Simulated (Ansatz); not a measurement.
The system is Li.

```xyz
1
Lattice="-1.7547 1.7547 1.7547 1.7547 -1.7547 1.7547 1.7547 1.7547 -1.7547" Properties=species:S:1:pos:R:3 pbc="T T T"
Li    0.0000    0.0000    0.0000
```

- Program: Ansatz 0.2.0
- Task: single point
- Functional: PBE
- Potentials or basis: all-electron LAPW, scalar-relativistic
- Cutoff: 67 eV (chosen from the basis error)
- Basis error allowed: 0.001 eV/atom
- k mesh: 11 × 11 × 11
- Occupations: fermi-dirac, width 0.05 eV
- Spin: no spin polarisation

On this cell: pressure -0.8 GPa; band gap on the k mesh none (metal or under the smearing width).

The same run follows on a disturbed copy (cell strained at random at fixed volume):

```xyz
1
Lattice="-1.7333 1.7667 1.7352 1.7284 -1.7909 1.7546 1.7432 1.8008 -1.7595" Properties=species:S:1:pos:R:3 pbc="T T T"
Li   -0.0064   -0.0779    0.0361
```

Task: What does the disturbed cell give?

Result: The energy (extrapolated to zero smearing) moves by +0.2 meV/atom; pressure -0.8 GPa; band gap on the k mesh none (metal or under the smearing width).

Stress tensor (GPa, compression positive):
```
-0.77 -0.07  0.02
-0.07 -0.88  0.19
 0.02  0.19 -0.79
```
